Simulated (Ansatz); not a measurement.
## GaN (F-43m), random displacements

These are results of Ansatz, DFT PBEsol, scalar-relativistic, plane waves, PAW, not measurements. The runs took a 300 eV cutoff, a Γ-centred 4×4×4 mesh and Gaussian smearing (0.05 eV). The mesh is coarse. The cutoff lies under the one recommended for these potentials. No spin polarisation. Energies are free energies at this smearing, counted from the undisturbed cell; pressure is positive in compression.

The starting cell (as given, not relaxed at this level; this zinc-blende form isn't the usual structure):

```yaml
crystal:
  lattice:
    - [4.50700, 0.00000, 0.00000]
    - [0.00000, -4.50700, 0.00000]
    - [0.00000, 0.00000, -4.50700]
  atoms:
    - { symbol: Ga, position: [0.00000, 0.50000, 0.50000] }
    - { symbol: Ga, position: [0.50000, 0.00000, 0.50000] }
    - { symbol: Ga, position: [0.50000, 0.50000, 0.00000] }
    - { symbol: Ga, position: [0.00000, 0.00000, 0.00000] }
    - { symbol: N, position: [0.75000, 0.75000, 0.75000] }
    - { symbol: N, position: [0.25000, 0.25000, 0.75000] }
    - { symbol: N, position: [0.25000, 0.75000, 0.25000] }
    - { symbol: N, position: [0.75000, 0.25000, 0.25000] }
```

The atoms are displaced (Å, in the unstrained cell):

```tsv
atom	ux	uy	uz
Ga1	0.150	-0.087	-0.051
Ga2	0.000	-0.026	-0.025
Ga3	0.074	0.127	0.044
Ga4	0.022	0.007	0.039
N5	0.020	0.010	0.077
N6	-0.082	-0.131	-0.054
N7	-0.116	0.025	-0.042
N8	-0.068	0.075	0.012
```

The cell is not strained.

Task: What are the energy change, the stress and the forces?

Result: ΔE = 158.1 meV/atom; stress (xx, yy, zz, yz, xz, xy; compression positive) (3.21, 4.10, 5.98, -7.90, -0.31, -0.78) GPa; gap on the mesh 1.36 eV.
| atom | Fx (eV/Å) | Fy | Fz |
| --- | --- | --- | --- |
| Ga1 | -3.65 | 1.41 | 0.49 |
| Ga2 | -0.82 | 0.59 | 0.38 |
| Ga3 | -0.07 | -2.40 | -0.89 |
| Ga4 | -0.90 | 0.23 | -0.87 |
| N5 | -0.78 | -0.15 | -1.36 |
| N6 | 1.40 | 2.94 | 0.04 |
| N7 | 3.29 | -2.04 | 2.48 |
| N8 | 1.53 | -0.58 | -0.26 |

Cost: 1 run of about 0.29 core-minutes, on Intel Xeon Processor @ 2.70GHz (shared hosts).